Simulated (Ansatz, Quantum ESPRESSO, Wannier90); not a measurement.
# Ballistic channels from Wannier functions: straight K chain, spacing 4.43 Å, part 4 of 5

Aim: a Wannier model and the conductance steps that follow from it, for this wire: straight K chain, spacing 4.43 Å.

Quantum ESPRESSO 7.5 and Wannier90 3.1.0; plane-wave DFT, PBE, GBRV ultrasoft pseudopotentials; cross-check by Ansatz 0.2.0 with PAW datasets.

So far. Step 2 (SCF with pw.x): The run needed 14 iterations to bring the estimated error under 1e-07 Ry. Step 6 (Localisation, bands and conductance): Bands and channels are those of the Wannier model: bands that were not projected, and all outside the frozen window, are missing or only approximate.

## 9. Localisation, bands and conductance, with dis_froz_max − E_F = 0.0

Level of this step: maximally localised Wannier functions and ballistic conductance; plane-wave DFT, PBE, GBRV ultrasoft pseudopotentials (Wannier90).

A sensitivity test on the input.

wan_w.win reads:

```
num_wann = 1
num_bands = 11
num_iter = 200
num_print_cycles = 20
conv_tol = 1e-8
conv_window = 5
guiding_centres = true
dis_num_iter = 1500
dis_conv_tol = 1e-8
dis_win_min = -12.5594
dis_win_max = 7.4406
dis_froz_max = -1.5594
search_shells = 120
fermi_energy = -1.5594

transport = true
transport_mode = bulk
one_dim_axis = z
dist_cutoff = 17.61
dist_cutoff_mode = one_dim
tran_win_min = -4.0
tran_win_max = 2.0
tran_energy_step = 0.02

bands_plot = true
bands_num_points = 96
begin kpoint_path
G 0.0 0.0 0.0 Z 0.0 0.0 0.5
end kpoint_path

begin projections
K:s
end projections

begin unit_cell_cart
ang
  8.0000000000 0.0000000000 0.0000000000
  0.0000000000 8.0000000000 0.0000000000
  0.0000000000 0.0000000000 4.4280000000
end unit_cell_cart

begin atoms_frac
  K  0.0000000000 0.0000000000 0.0000000000
end atoms_frac

mp_grid = 1 1 8
begin kpoints
  0.0 0.0 0.0000000000
  0.0 0.0 0.1250000000
  0.0 0.0 0.2500000000
  0.0 0.0 0.3750000000
  0.0 0.0 0.5000000000
  0.0 0.0 0.6250000000
  0.0 0.0 0.7500000000
  0.0 0.0 0.8750000000
end kpoints
```

On the command line:

```
$ OMP_NUM_THREADS=1 wannier90.x wan_w > wan_w.run.log
```

What it wrote:

```text
[banner, memory and clock lines left out]
+---------------------------------------------------+
             |                                                   |
             |                   WANNIER90                       |
             |                                                   |
             +---------------------------------------------------+
             |                                                   |
             |        Welcome to the Maximally-Localized         |
             |        Generalized Wannier Functions code         |
             |                             |
             |                                                   |
             |                                                   |
             |  Wannier90 Developer Group:                       |
             |    Giovanni Pizzi    (EPFL)                       |
             |    Valerio Vitale    (Cambridge)                  |
             |    David Vanderbilt  (Rutgers University)         |
             |    Nicola Marzari    (EPFL)                       |
             |    Ivo Souza         (Universidad del Pais Vasco) |
             |    Arash A. Mostofi  (Imperial College London)    |
             |    Jonathan R. Yates (University of Oxford)       |
             |                                                   |
             |  For the full list of Wannier90 3.x authors,      |
             |  please check the code documentation and the      |
             |  README on the GitHub page of the code            |
             |                                                   |
             |                                                   |
             |                                                   |
             |  [ref] "Wannier90 as a community code:            |
             |        new features and applications",            |
             |        165902 (2020).                             |
             |            |
             |                                                   |
             |  in any publications arising from the use of      |
             |                                                   |
             |  [ref] "Maximally Localized Generalised Wannier   |
             |         Functions for Composite Energy Bands"     |
             |         N. Marzari and D. Vanderbilt              |
             |         Phys. Rev. B 56 12847 (1997)              |
             |                                                   |
             |  [ref] "Maximally Localized Wannier Functions     |
             |         for Entangled Energy Bands"               |
             |         I. Souza, N. Marzari and D. Vanderbilt    |
             |         Phys. Rev. B 65 035109 (2001)             |
             |                                                   |
             |                                                   |
             | Copyright (c) 1996-2020                           |
             |        The Wannier90 Developer Group and          |
             |        individual contributors                    |
             |                                                   |
             |      Release: 3.1.0        5th March    2020      |
             |                                                   |
             | This program is free software; you can            |
             | redistribute it and/or modify it under the terms  |
             | of the GNU General Public License as published by |
             | the Free Software Foundation; either version 2 of |
             | the License, or (at your option) any later version|
             |                                                   |
             | This program is distributed in the hope that it   |
             | will be useful, but WITHOUT ANY WARRANTY; without |
             | even the implied warranty of MERCHANTABILITY or   |
             | FITNESS FOR A PARTICULAR PURPOSE. See the GNU     |
             | General Public License for more details.          |
             |                                                   |
             | You should have received a copy of the GNU General|
             | Public License along with this program; if not,   |
             | write to the Free Software Foundation, Inc.,      |
             | 675 Mass Ave, Cambridge, MA 02139, USA.           |
             |                                                   |
             +---------------------------------------------------+
[date or host left out]
             +---------------------------------------------------+

 ******************************************************************************
 * -> Using CODATA 2006 constant values                                       *
 *    (                      *
 * -> Using Bohr value from CODATA                                            *
 ******************************************************************************

 Running in serial (with parallel executable)

                                    ------
                                    SYSTEM
                                    ------

                              Lattice Vectors (Ang)
                    a_1     8.000000   0.000000   0.000000
                    a_2     0.000000   8.000000   0.000000
                    a_3     0.000000   0.000000   4.428000

                   Unit Cell Volume:     283.39200  (Ang^3)

                        Reciprocal-Space Vectors (Ang^-1)
                    b_1     0.785398   0.000000   0.000000
                    b_2     0.000000   0.785398   0.000000
                    b_3     0.000000   0.000000   1.418967

 *----------------------------------------------------------------------------*
 |   Site       Fractional Coordinate          Cartesian Coordinate (Ang)     |
 +----------------------------------------------------------------------------+
 | K    1   0.00000   0.00000   0.00000   |    0.00000   0.00000   0.00000    |
 *----------------------------------------------------------------------------*
                                ------------
                                K-POINT GRID
                                ------------

             Grid size =  1 x  1 x  8      Total points =    8

 *---------------------------------- MAIN ------------------------------------*
 |  Number of Wannier Functions               :                 1             |
 |  Number of Objective Wannier Functions     :                 1             |
 |  Number of input Bloch states              :                11             |
 |  Output verbosity (1=low, 5=high)          :                 1             |
[...]
Reading projections from wan_w.amn :  Created on   at 19: 6: 2

 Time to read overlaps          0.006 (sec)

 *------------------------------- DISENTANGLE --------------------------------*
 +----------------------------------------------------------------------------+
 |                              Energy  Windows                               |
 |                              ---------------                               |
 |                   Outer:  -12.55940  to    7.44060  (eV)                   |
 |                   Inner:  -12.55940  to   -1.55940  (eV)                   |
 +----------------------------------------------------------------------------+
   Number of target bands to extract:    1

                   Unitarised projection of Wannier functions
   A_mn = <psi_m|g_n> --> S = A.A^+ --> U = S^-1/2.A
   In dis_project... done
   Using an inner window (linner = T)
   In dis_proj_froz... done

                   Extraction of optimally-connected subspace
 +---------------------------------------------------------------------+<-- DIS
 |  Iter     Omega_I(i-1)      Omega_I(i)      Delta (frac.)    Time   |<-- DIS
 +---------------------------------------------------------------------+<-- DIS
       1       6.94225796       5.60181461       2.393E-01      0.00    <-- DIS
       2       5.75641842       5.60167048       2.763E-02      0.00    <-- DIS
       3       5.68174105       5.60163337       1.430E-02      0.00    <-- DIS
       4       5.64307326       5.60162387       7.400E-03      0.00    <-- DIS
       5       5.62305680       5.60162145       3.827E-03      0.00    <-- DIS
       6       5.61269999       5.60162082       1.978E-03      0.00    <-- DIS
       7       5.60734404       5.60162066       1.022E-03      0.00    <-- DIS
       8       5.60457575       5.60162062       5.275E-04      0.00    <-- DIS
       9       5.60314568       5.60162061       2.723E-04      0.00    <-- DIS
      10       5.60240730       5.60162060       1.404E-04      0.00    <-- DIS
      11       5.60202624       5.60162060       7.241E-05      0.00    <-- DIS
      12       5.60182967       5.60162060       3.732E-05      0.00    <-- DIS
      13       5.60172832       5.60162060       1.923E-05      0.00    <-- DIS
      14       5.60167608       5.60162060       9.904E-06      0.00    <-- DIS
      15       5.60164916       5.60162060       5.099E-06      0.00    <-- DIS
      16       5.60163530       5.60162060       2.625E-06      0.00    <-- DIS
[...]
20       5.60162163       5.60162060       1.838E-07      0.00    <-- DIS
      21       5.60162113       5.60162060       9.453E-08      0.00    <-- DIS
      22       5.60162087       5.60162060       4.862E-08      0.00    <-- DIS
      23       5.60162074       5.60162060       2.501E-08      0.00    <-- DIS
      24       5.60162067       5.60162060       1.288E-08      0.00    <-- DIS
      25       5.60162063       5.60162060       6.640E-09      0.00    <-- DIS
      26       5.60162062       5.60162060       3.431E-09      0.00    <-- DIS
      27       5.60162061       5.60162060       1.780E-09      0.00    <-- DIS

             <<<      Delta < 1.000E-08  over  3 iterations     >>>
             <<< Disentanglement convergence criteria satisfied >>>

        Final Omega_I     5.60162060 (Ang^2)

 +----------------------------------------------------------------------------+

 Time to disentangle bands      0.002 (sec)

 Writing checkpoint file wan_w.chk... done

 *------------------------------- WANNIERISE ---------------------------------*
 +--------------------------------------------------------------------+<-- CONV
 | Iter  Delta Spread     RMS Gradient      Spread (Ang^2)      Time  |<-- CONV
 +--------------------------------------------------------------------+<-- CONV

 Initial State
  WF centre and spread    1  (  0.000074,  0.000100,  0.000008 )     5.60162063
  Sum of centres and spreads (  0.000074,  0.000100,  0.000008 )     5.60162063

      0     0.560E+01     0.0000000000        5.6016206286       0.00  <-- CONV
        O_D=      0.0000000 O_OD=      0.0000000 O_TOT=      5.6016206 <-- SPRD
 Cycle:      1
  WF centre and spread    1  (  0.000074,  0.000100,  0.000008 )     5.60162063
  Sum of centres and spreads (  0.000074,  0.000100,  0.000008 )     5.60162063

      1    -0.841E-10     0.0000565305        5.6016206285       0.00  <-- CONV
        O_D=      0.0000000 O_OD=      0.0000000 O_TOT=      5.6016206 <-- SPRD
 Delta: O_D= -0.8413013E-10 O_OD=  0.0000000E+00 O_TOT= -0.8413004E-10 <-- DLTA

             <<<     Delta < 1.000E-08  over  5 iterations     >>>
             <<< Wannierisation convergence criteria satisfied >>>

 Final State
  WF centre and spread    1  (  0.000074,  0.000100,  0.000008 )     5.60162063
  Sum of centres and spreads (  0.000074,  0.000100,  0.000008 )     5.60162063

         Spreads (Ang^2)       Omega I      =     5.601620598
        ================       Omega D      =     0.000000031
                               Omega OD     =     0.000000000
    Final Spread (Ang^2)       Omega Total  =     5.601620628
 Time for wannierise            0.000 (sec)

 Writing checkpoint file wan_w.chk... done

 *---------------------------------------------------------------------------*
 |                               PLOTTING                                    |
 *---------------------------------------------------------------------------*

 Translated centres
    translation centre in fractional coordinate:  0.000000  0.000000  0.000000
  WF centre     1  (  0.000074,  0.000100,  0.000008 )

 Calculating interpolated band-structure

 Time to calculate interpolated band structure       0.001 (sec)

 Time for plotting              0.004 (sec)

 *---------------------------------------------------------------------------*
 |                              TRANSPORT                                    |
 *---------------------------------------------------------------------------*

 Calculation of Quantum Conductance and DoS: bulk mode

 Maximum imaginary part of the real-space Hamiltonian:     0.000001

     Maximum real part of the real-space Hamiltonian at each lattice point
            Lattice point R           Max |H_ij(R)|
                  -5                     0.000000
                  -4                     0.000000
                  -3                     0.023876
                  -2                     0.129597
                  -1                     0.509547
                   0                     1.300032
                   1                     0.509547
                   2                     0.129597
                   3                     0.023876
                   4                     0.000000
                   5                     0.000000

 Number of unit cells inside the principal layer:     3
 Number of Wannier Functions inside the principal layer:     3

 Calculating quantum conductance and density of states... done

 Time for transport             0.007 (sec)
 Total Execution Time           0.038 (sec)

 *===========================================================================*
 |                             TIMING INFORMATION                            |
 *===========================================================================*
 |    Tag                                                Ncalls      Time (s)|
 |---------------------------------------------------------------------------|
 |kmesh: get                                        :         1         0.013|
 |overlap: allocate                                 :         1         0.000|
 |overlap: read                                     :         1         0.006|
 |dis: main                                         :         1         0.002|
 |wann: main                                        :         1         0.000|
 |plot: main                                        :         1         0.004|
 |tran: main                                        :         1         0.007|
 *---------------------------------------------------------------------------*

 All done: wannier90 exiting
[key lines of the parts left out:]
|  Fermi energy (eV)                         :            -1.559             |
```

It took 0.65 s on 1 MPI rank of Intel Xeon Platinum 8488C (Sapphire Rapids), shared host; peak memory 0.08 GiB.

The total spread is 5.60 against 6.20 Å². Between −2 and 1.5 eV the channel count differs from the first run's at 6 % of the energies, and at the Fermi level it is 1 against 1.

[end of part 4 of 5]

[Logs are printed without paths, hosts, clocks, repeated set-up lines and the standing remarks that a program may print on its own settings, such as how far it seeks lower states.]

[Hosts, paths, dates, database ids (printed as entryN), source tags and the programs' standing remarks are cut or masked in the printed files.]

[Maps of the electrostatic potential energy from Ansatz leave out the sawtooth potential of an applied field or a dipole correction, so their vacuum need not be flat; planar profiles and work functions include it.]
